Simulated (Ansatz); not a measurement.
**AlN: properties at the relaxed cell**

One table from this session's results is given with a row withheld; the runs are named, their logs left out.

Program: Ansatz 0.2.0. Level of theory: DFT PBE, scalar-relativistic, plane waves, PAW. These are calculated values, not measurements.

1 further run of the same task is left out (set aside as unsound or not needed).

### The system as given

The structure is cubic, space group Fm-3m (No. 225). Conventional cell: a = 4.071 Å, b = 4.071 Å, c = 4.071 Å, α = 90.00°, β = 90.00°, γ = 90.00°. Around Al (site symmetry m-3m) lie 6 N at 2.04 Å. N (site symmetry m-3m) has 6 Al at 2.04 Å as nearest neighbours.

As a file:

```
CELL_PARAMETERS angstrom
0.00000 2.03526 2.03526
2.03526 0.00000 2.03526
2.03526 2.03526 0.00000
ATOMIC_POSITIONS crystal
Al 0.50000 0.50000 0.50000
N 0.00000 0.00000 0.00000
```

It goes back to an entry of the Materials Project, which need not be the stable form.

This cell was relaxed beforehand with the same method: volume 8.43 Å³/atom, gap on the mesh 4.44 eV.

Set-up of the first run:

The input, input.yaml:

```yaml
crystal:
  lattice:
    - [0.0, 2.0147034397, 2.0147034397]
    - [2.0147034397, 0.0, 2.0147034397]
    - [2.0147034397, 2.0147034397, 0.0]
  atoms:
    - { symbol: Al, position: [0.5, 0.5, 0.5] }
    - { symbol: "N", position: [0.0, 0.0, 0.0] }
basis:
  ecutwfc: 420
kpoints:
  mp_grid: { grid: [10, 10, 10] }
hamiltonian:
  xc: pbe
scf:
  occupations: { method: gaussian, width: 0.02 }
output:
  forces: true
  stress: true
  eigenvalues: true
  write_density: true
  write_potential: true
  elf: true
  volumetric_format: npy
```

The run is started by

```
> ansatz run input.yaml --threads 1 --pin off --max-ram 2560MiB --backend cpu --events-out ev --progress --plain --runs-dir out
```

Steps of the session up to this table: Point at V/V0 = 0.97; Volume × 1.03; Volume × 0.94; Point at V/V0 = 1.06; Volume × 0.91; Volume × 1.10; The cell scaled to 0.88 of its volume.

One table of the session follows, with a row left open; its other results are not shown here.

It belongs to the step «Fit of the equation of state». 

| volume (Å³/atom) | energy above the lowest point (meV/atom) | pressure (GPa) | gap on the mesh (eV) |
| --- | --- | --- | --- |
| 7.419 | 117.9 | 41.45 | 5.09 |
| 7.672 | ? | ? | ? |
| 7.925 | 26.5 | 17.63 | 5.04 |
| 8.178 | 6.3 | 8.16 | 4.73 |
| 8.431 | 0.0 | 0.00 | 4.44 |
| 8.684 | 5.7 | -7.01 | 4.16 |
| 8.937 | 21.7 | -13.05 | 3.90 |
| 9.274 | 56.5 | -19.79 | 3.57 |

Estimate the missing values for volume (Å³/atom) = 7.672.

Worked estimate for «energy above the lowest point (meV/atom)». A straight line through the neighbours (7.419, 117.9) and (7.925, 26.5) gives 117.9 + (26.5 − 117.9) × (7.672 − 7.419) / (7.925 − 7.419) = 72.2; a parabola fitted to 3 rows on both sides gives 63.7.

As computed: energy above the lowest point (meV/atom): 62.7; pressure (GPa): 28.65; gap on the mesh (eV): 5.15. In «energy above the lowest point (meV/atom)» the line misses by +9.5 and the parabola by +1.0.

To keep in mind: The gap on the mesh goes from 5.09 eV at the smallest volume to 3.57 eV at the largest, through a peak of 5.15 eV between.
